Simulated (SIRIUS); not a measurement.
# ZnSe (Stilleite) under changes of volume

One of the cells (23.212 Å³/atom); the others are scaled copies at fixed shape and fractional positions:

```
CELL_PARAMETERS angstrom
0.00000 2.85257 2.85257
2.85257 0.00000 2.85257
2.85257 2.85257 0.00000
ATOMIC_POSITIONS crystal
Se 0.75000 0.75000 0.75000
Zn 0.00000 0.00000 0.00000
```

```yaml
Program: SIRIUS 7.12.0
Functional: PBEsol
Potentials_or_basis: all-electron FP-LAPW
Cutoff: 193 eV
Basis: apw+lo standard
k_mesh: 8 × 8 × 8
Occupations: fermi-dirac, width 0.05 eV
Spin: no spin polarisation
```

```tsv
volume (Å³/atom)	energy over the lowest point (meV/atom)	gap on the mesh (eV)
21.391	?	?
21.846	2.25	1.33
22.301	0.00	1.25
23.212	6.44	1.09
23.667	14.50	1.01
24.122	25.22	0.94
```

Problem. What does the run at 21.391 Å³/atom give?

Solution. Energy over the lowest point 8.67 meV/atom; gap on the mesh 1.41 eV.

Worked out: A Birch-Murnaghan fit of order 3 (a polynomial in V^(-2/3)) to the other rows has its minimum at 22.34 Å³/atom with B0 = V·E''(V) = 65 GPa and B' = 4.3. It gives 8.75 meV/atom at 21.391 Å³/atom, against the run's 8.67. A straight line through the other rows of the gap, of slope -3.96 eV per unit of ln V (its deformation potential), extrapolates to 1.41 eV, against the run's 1.41.

Energies are extrapolated to zero smearing.

Spin-orbit coupling on Se is left out.
